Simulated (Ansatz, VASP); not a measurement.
**HfB in VASP and in Ansatz**

Contents of INCAR:

```
SYSTEM = HfB
  PREC = Accurate
  ENCUT = 520
  EDIFF = 1E-6
  ISMEAR = -1
  SIGMA = 0.05
  LREAL = .FALSE.
  LASPH = .TRUE.
  NELM = 100
  ALGO = Normal
  ISIF = 2
  LWAVE = .FALSE.
  LCHARG = .FALSE.
  GGA = PE
  NBANDS = 14
```

Contents of KPOINTS:

```
Automatic mesh
0
G
  10 10 10
  0 0 0
```

The input POSCAR:

```
HfB
1.0
    0.0000000000      2.3403982228      2.3403982228
    2.3403982228      0.0000000000      2.3403982228
    2.3403982228      2.3403982228      0.0000000000
Hf B
1 1
Direct
    0.5000000000      0.5000000000      0.5000000000
    0.0000000000      0.0000000000      0.0000000000
```

Contents of input.yaml:

```yaml
crystal:
  lattice:
    - [0.0, 2.3403982228, 2.3403982228]
    - [2.3403982228, 0.0, 2.3403982228]
    - [2.3403982228, 2.3403982228, 0.0]
  atoms:
    - { symbol: Hf, position: [0.5, 0.5, 0.5] }
    - { symbol: B, position: [0.0, 0.0, 0.0] }
kpoints:
  mp_grid: { grid: [10, 10, 10] }
scf:
  occupations: { method: fermi_dirac, width: 0.05 }
hamiltonian:
  xc: pbe
  pseudopotentials: { kind: all_electron, lapw: { basis_error: 0.0005 } }
output:
  forces: true
  stress: true
  eigenvalues: true
```

Change from the starting cell: volume scaled by 1.04.

Alike in both runs: task single point; functional PBE; k mesh 10 × 10 × 10; occupations fermi-dirac, width 0.05 eV; no spin polarisation.

```csv
,VASP,Ansatz
version,VASP 6.6.1,Ansatz 0.2.0
potentials or method,"VASP PAW PBE potentials, release 64 (Hf_pv, B)","all-electron LAPW, scalar-relativistic"
plane-wave cutoff (eV),520,see its input
```

Ansatz gave:

```
gap on the k mesh at the Fermi level (eV) : none
pressure (GPa)                            : 19.6
```

Q: What did VASP give for the same quantities?

A: gap on the k mesh at the Fermi level (eV): none; pressure (GPa): 20.1.

A gap of «none» marks a metal or a gap that the smearing closes. Ansatz ran all-electron here, so the differences hold the error of VASP's frozen core and of both bases.

Caveats: so large a pressure means that the cell lies far from this level's equilibrium, or that cutoff or potentials fall short (VASP). Spin-orbit coupling is left out, which matters for the levels of Hf.
